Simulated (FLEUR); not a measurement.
A run of FLEUR MaX-R8.1 (later development tree) is set up as follows.

The input inp.xml:

```xml
<?xml version="1.0" encoding="UTF-8" standalone="no"?>
<fleurInput fleurInputVersion="0.39">
   <comment>
      Sb                                                                                                  
   </comment>
   <calculationSetup>
      <cutoffs Kmax="4.1" Gmax="12.7" GmaxXC="12.7" numbands="0"/>
      <scfLoop itmax="60" minDistance="0.00001" maxIterBroyd="15" imix="Anderson" alpha="0.05" precondParam="0.0" spinf="2.0" sdNocoIR="T"/>
      <coreElectrons ctail="T" frcor="F" kcrel="0" coretail_lmax="0"/>
      <xcFunctional name="PBEs" relativisticCorrections="F"/>
      <magnetism jspins="1"/>
      <soc l_soc="F" theta="0.0" phi="0.0" spav="F"/>
      <expertModes spex="0" secvar="F"/>
      <geometryOptimization l_f="T" forcealpha="1.0" forcemix="BFGS" epsdisp="0.0005" epsforce="0.0002"/>
      <ldaU l_linMix="F" mixParam="0.05" spinf="1.0"/>
   </calculationSetup>
   <cell>
      <bzIntegration valenceElectrons="21.0" mode="hist" fermiSmearingEnergy="0.00183747">
         <kPointListSelection listName="default-1"/>
         <!-- k-points included here -->
         <xi:include xmlns:xi="http://www.w3.org/2001/XInclude" href="kpts.xml"> </xi:include>
      </bzIntegration>
      <!-- symmetry operations included here -->
      <xi:include xmlns:xi="http://www.w3.org/2001/XInclude" href="sym.xml"> </xi:include>
      <bulkLattice scale="1.0">
         <bravaisMatrix>
            <row-1>    0.0000000000000000     4.4809989408298998     4.4809989408298998</row-1>
            <row-2>    4.4809989408298998     0.0000000000000000     4.4809989408298998</row-2>
            <row-3>    4.4809989408298998     4.4809989408298998     0.0000000000000000</row-3>
         </bravaisMatrix>
      </bulkLattice>
   </cell>
   <atomSpecies>
      <species name="Antimony (Sb)" element="Sb" atomicNumber="51">
         <mtSphere radius="2.66" gridPoints="879" logIncrement="0.015"/>
         <atomicCutoffs lmax="10" lnonsphr="10"/>
         <electronConfig flipSpins="F">
            <coreConfig>(1s1/2) (2s1/2) (2p1/2) (2p3/2) (3s1/2) (3p1/2) (3p3/2) (4s1/2) (3d3/2) (3d5/2)</coreConfig>
            <valenceConfig>(4p1/2) (4p3/2) (5s1/2) (4d3/2) (4d5/2) (5p1/2) (5p3/2)</valenceConfig>
            <stateOccupation state="(5p1/2)" spinUp="0.500000" spinDown="0.500000"/>
            <stateOccupation state="(5p3/2)" spinUp="1.000000" spinDown="1.000000"/>
         </electronConfig>
         <energyParameters s="5" p="5" d="5" f="4"/>
         <lo type="SCLO" l="1" n="4" eDeriv="0"/>
         <lo type="SCLO" l="1" n="4" eDeriv="1"/>
         <lo type="SCLO" l="2" n="4" eDeriv="0"/>
         <lo type="SCLO" l="2" n="4" eDeriv="1"/>
         <lo type="SCLO" l="0" n="5" eDeriv="2"/>
         <lo type="SCLO" l="3" n="4" eDeriv="2"/>
      </species>
   </atomSpecies>
   <atomGroups>
      <atomGroup species="Antimony (Sb)">
         <relPos label="                   1">.0000000000 .0000000000 .0000000000</relPos>
         <force calculate="T" relaxXYZ="TTT"/>
      </atomGroup>
   </atomGroups>
   <output dos="F" band="F" slice="F">
      <checks vchk="F" cdinf="F"/>
      <bandDOS minEnergy="-.5*Htr" maxEnergy="0.5*Htr" sigma="0.015" storeEVData="T"/>
      <vacuumDOS vacdos="F" integ="F" star="F" nstars="0" locx1="0.0" locy1="0.0" locx2="0.0" locy2="0.0" nstm="0" tworkf="0.0"/>
      <unfoldingBand unfoldBand="F" supercellX="1" supercellY="1" supercellZ="1"/>
      <plotting iplot="0" polar="F">
         <plot TwoD="T" vec1="  1.0  0.0  0.0" vec2="  0.0  1.0  0.0" vec3="  0.0  0.0  1.0" zero="  0.0  0.0  0.0" file="plot"/>
      </plotting>
      <chargeDensitySlicing numkpt="0" minEigenval="0.0" maxEigenval="0.0" nnne="0" pallst="F"/>
      <specialOutput eonly="F"/>
      <moessbauerParams electricFieldGradient="T" isomerShift="T" coreHyperfine="T" valenceHyperfine="T"/>
      <magneticCircularDichroism mcd="F" energyLo="-10.0" energyUp="0.0"/>
   </output>
  <!-- We include the file relax.xml here to enable relaxations (see documentation) -->
  <xi:include xmlns:xi="http://www.w3.org/2001/XInclude" href="relax.xml"> <xi:fallback/> </xi:include>
</fleurInput>
```

File crystal.txt:

```
Sb
&input cartesian=F /
0.0000000000  2.3712425216  2.3712425216
2.3712425216  0.0000000000  2.3712425216
2.3712425216  2.3712425216  0.0000000000
1.8897261246
1.0 1.0 1.0

1
51 0.0000000000  0.0000000000  0.0000000000

&kpt div1=10 div2=10 div3=10 gamma=T /
```

Potentials or basis: all-electron, FLAPW.

Command:

```sh
$ inpgen -f crystal.txt -profile fastHighL
$ # inp.xml edited to the form shown
$ fleur_MPI
```

(1) What does it give for the band gap on the k mesh?

Answers

(1) none (metal or under the smearing width).
